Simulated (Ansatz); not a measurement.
A plane-wave DFT run in Ansatz 0.2.0 (scalar-relativistic PAW potentials unless the input names others): input and command.

```yaml
crystal:
  lattice:
    - [0.0, 3.1961819354, 3.1961819354]
    - [3.1961819354, 0.0, 3.1961819354]
    - [3.1961819354, 3.1961819354, 0.0]
  atoms:
    - { symbol: Hg, position: [0.0, 0.0, 0.0] }
    - { symbol: Te, position: [0.75, 0.75, 0.75] }
basis:
  ecutwfc: 420
kpoints:
  mp_grid: { grid: [12, 12, 12] }
hamiltonian:
  xc: lda
scf:
  occupations: { method: fermi_dirac, width: 0.15 }
  mixing: { algorithm: anderson, beta: 0.001, ndim: 1 }
  max_iter: 80
output:
  forces: true
  eigenvalues: true
  stress: true
```

```bash
ansatz run input.yaml --threads 1 --pin off --max-ram 3072MiB --backend cpu --events-out ev --progress --plain --runs-dir out
```

Abridged log:
```
Basis set: ecut = 420 eV, 1243 PW (Γ)
Bands: 22, of which v1, the nominal top of the filled ones, is band 18 counted from 1 (17 counted from 0)
Symmetry: 24 space group operations
k-points: 72 of 1728 (time reversal used)
SCF iter   1: F=—  HF=-20349.890256 eV  |F-HF|=—  |Δ(HF+E_count)|=         —  Δρ=4.61e-3  dr2=9.38e-3  ethr=1.77e-3  ⟨swp⟩=5.8  Hψ=7298  notcnv=0
SCF iter   2: F=—  HF=-20349.890131 eV  |F-HF|=—  |Δ(HF+E_count)|=   1.25e-4  Δρ=4.67e-3  dr2=9.70e-3  ethr=2.60e-5  ⟨swp⟩=2.0  Hψ=2595  notcnv=0
SCF iter   3: F=—  HF=-20349.890125 eV  |F-HF|=—  |Δ(HF+E_count)|=   5.46e-6  Δρ=4.67e-3  dr2=9.69e-3  ethr=2.60e-5  ⟨swp⟩=1.0  Hψ=1584  notcnv=0
SCF iter   4: F=—  HF=-20349.890118 eV  |F-HF|=—  |Δ(HF+E_count)|=   7.47e-6  Δρ=4.66e-3  dr2=9.67e-3  ethr=2.60e-5  ⟨swp⟩=1.0  Hψ=1584  notcnv=0
SCF iter   5: F=—  HF=-20349.890115 eV  |F-HF|=—  |Δ(HF+E_count)|=   2.95e-6  Δρ=4.66e-3  dr2=9.65e-3  ethr=2.60e-5  ⟨swp⟩=1.0  Hψ=1584  notcnv=0
SCF iter   6: F=—  HF=-20349.890111 eV  |F-HF|=—  |Δ(HF+E_count)|=   3.64e-6  Δρ=4.65e-3  dr2=9.63e-3  ethr=2.60e-5  ⟨swp⟩=1.0  Hψ=1584  notcnv=0
SCF iter   7: F=—  HF=-20349.890107 eV  |F-HF|=—  |Δ(HF+E_count)|=   3.61e-6  Δρ=4.65e-3  dr2=9.61e-3  ethr=2.60e-5  ⟨swp⟩=1.0  Hψ=1584  notcnv=0
SCF iter   8: F=—  HF=-20349.890104 eV  |F-HF|=—  |Δ(HF+E_count)|=   3.41e-6  Δρ=4.64e-3  dr2=9.58e-3  ethr=2.60e-5  ⟨swp⟩=1.0  Hψ=1584  notcnv=0
   ...
SCF iter  30: F=—  HF=-20349.890026 eV  |F-HF|=—  |Δ(HF+E_count)|=   3.09e-6  Δρ=4.54e-3  dr2=9.15e-3  ethr=2.55e-5  ⟨swp⟩=1.0  Hψ=1584  notcnv=0
SCF iter  31: F=—  HF=-20349.890022 eV  |F-HF|=—  |Δ(HF+E_count)|=   3.67e-6  Δρ=4.53e-3  dr2=9.13e-3  ethr=2.54e-5  ⟨swp⟩=1.0  Hψ=1584  notcnv=0
SCF iter  32: F=—  HF=-20349.889893 eV  |F-HF|=—  |Δ(HF+E_count)|=   1.29e-4  Δρ=4.53e-3  dr2=9.11e-3  ethr=2.78e-6  ⟨swp⟩=1.0  Hψ=3456  notcnv=0
Mixer restart at iter 32: flushing history
iteration 32: the SCF's residuals had fallen too slowly under its mixing. It goes on by minimising its free energy, and can end on another state than longer mixing would; under `scf.algorithm: density_mixing` no SCF does so, but by `scf.convergence.dm_fallback`
SCF iter  33: F=—  HF=-20349.888415 eV  |F-HF|=—  |Δ(HF+E_count)|=   1.48e-3  Δρ=1.96e-3  dr2=2.60e-3  ethr=2.78e-6  ⟨swp⟩=4.6  Hψ=13094  notcnv=0
SCF iter  34: F=—  HF=-20349.887166 eV  |F-HF|=—  |Δ(HF+E_count)|=   1.25e-3  Δρ=4.91e-4  dr2=1.67e-4  ethr=2.78e-6  ⟨swp⟩=3.4  Hψ=8016  notcnv=0
SCF iter  35: F=—  HF=-20349.887109 eV  |F-HF|=—  |Δ(HF+E_count)|=   5.70e-5  Δρ=3.91e-5  dr2=1.74e-6  ethr=4.63e-7  ⟨swp⟩=2.2  Hψ=5075  notcnv=0
SCF iter  36: F=-20349.887108 eV  HF=-20349.887108 eV  |F-HF|=1.66e-9  |Δ(HF+E_count)|=   6.78e-7  Δρ=1.74e-6  dr2=2.08e-9  ethr=2.78e-10  ⟨swp⟩=4.0  Hψ=5670  notcnv=0
SCF iter  37: F=-20349.887108 eV  HF=-20349.887108 eV  |F-HF|=1.66e-9  |Δ(HF+E_count)|=  3.64e-12  Δρ=1.75e-6  dr2=2.09e-9  ethr=5.79e-12  ⟨swp⟩=2.0  Hψ=5898  notcnv=0
SCF 1 converged in 37 iterations: F = -20349.887108 eV  dr2 = 2.09e-9
SCF converged after 37 iterations
Free energy (F): -20349.887108 eV
Harris-Foulkes:  -20349.887108 eV  (|F-HF|=1.66e-9)
Internal energy: -20349.879557 eV  (E = F + TS)
E sigma→0 (E₀):  -20349.883332 eV
Entropy (-TS):   -0.007552 eV (-3.776 meV/atom)
Fermi energy:    9.181591 eV
--- Forces (eV/Å), atoms counted from 1 ---
  atom   1  Hg     0.00000000     0.00000000     0.00000000
  atom   2  Te     0.00000000     0.00000000     0.00000000
--- Stress (GPa, compression-positive) ---
        1.005594       0.000000       0.000000
        0.000000       1.005594       0.000000
        0.000000       0.000000       1.005594
  P = ⅓ Tr σ = 1.0056 GPa (10.056 kbar)
```

One setting here is unusual or wrong in general: mixing far too weak (scf.mixing: not typed → {"algorithm": "anderson", "beta": 0.001, "ndim": 1}). For this cell it did little harm to the result: the run converged in 37 SCF iterations (reference: 6) with an energy at zero smearing within 0.01 meV/atom of the reference's, pressure 1.01 GPa, largest force 0.000 eV/Å, no gap on the mesh. A reference run from the same start on usual settings converged with pressure 1.01 GPa, largest force 0.000 eV/Å, no gap on the mesh.

It took 20 s on 1 thread of Intel(R) Xeon(R) 6975P-C (Granite Rapids) (shared host), peak memory 0.55 GiB.